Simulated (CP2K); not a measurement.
ZrSe2 under changes of volume

One of the cells (25.784 Å³/atom); the others are scaled copies at fixed shape and fractional positions:

```
Zr Se
1.0
     3.79800    0.00000    0.00000
    -1.89900    3.28916    0.00000
     0.00000    0.00000    6.19200
Zr Se
1 2
Direct
  0.00000 0.00000 0.00000
  0.66667 0.33333 0.75000
  0.33333 0.66667 0.25000
```

```yaml
Program: CP2K 2026.2
Functional: PBE
Potentials_or_basis: POTENTIAL_UZH Zr GTH-PBE-q12, Se GTH-PBE-q6; TZVP-MOLOPT-PBE-GTH basis
Density_cutoff: 6123 eV
k_mesh: 8 × 8 × 5
Occupations: fermi-dirac, width 0.05 eV
Spin: no spin polarisation
```

```tsv
volume (Å³/atom)	energy over the lowest point (meV/atom)	pressure (GPa)	gap on the mesh (eV)	largest force (eV/Å)
24.237	60.95	8.7	0.35	1.152
24.753	36.41	6.5	0.37	0.882
25.268	18.66	4.5	0.40	0.631
25.784	?	?	?	?
26.300	1.00	1.1	0.44	0.179
26.815	0.00	-0.4	0.46	0.023
27.331	3.57	-1.8	0.48	0.212
```

Task: What does the run at 25.784 Å³/atom give?

Result: Energy over the lowest point 7.05 meV/atom; pressure 2.7 GPa; gap on the mesh 0.42 eV; largest force 0.397 eV/Å.

Worked out: A Birch-Murnaghan fit of order 3 (a polynomial in V^(-2/3)) to the other rows has its minimum at 26.66 Å³/atom with B0 = V·E''(V) = 76 GPa and B' = 4.0 at fixed shape and positions, which overstates the stiffness. It gives 7.05 meV/atom at 25.784 Å³/atom, against the run's 7.05, and -dE/dV = 2.7 GPa, against 2.7. A straight line through the other rows of the gap, of slope 1.09 eV per unit of ln V, gives 0.42 eV, against the run's 0.42.

Energies are extrapolated to zero smearing.

Caveats: an odd mesh through Γ misses points on the zone boundary, where band edges often lie; this functional lacks dispersion, which binds the layers, so the pressure and a relaxed spacing across them are unreliable; the basis of atomic orbitals isn't converged, which shifts pressures, moduli and gaps; forces of over 1 eV/Å show positions far from the minimum, so gaps and moduli don't describe the material at rest (some runs). Spin-orbit coupling on Se, Zr is left out.
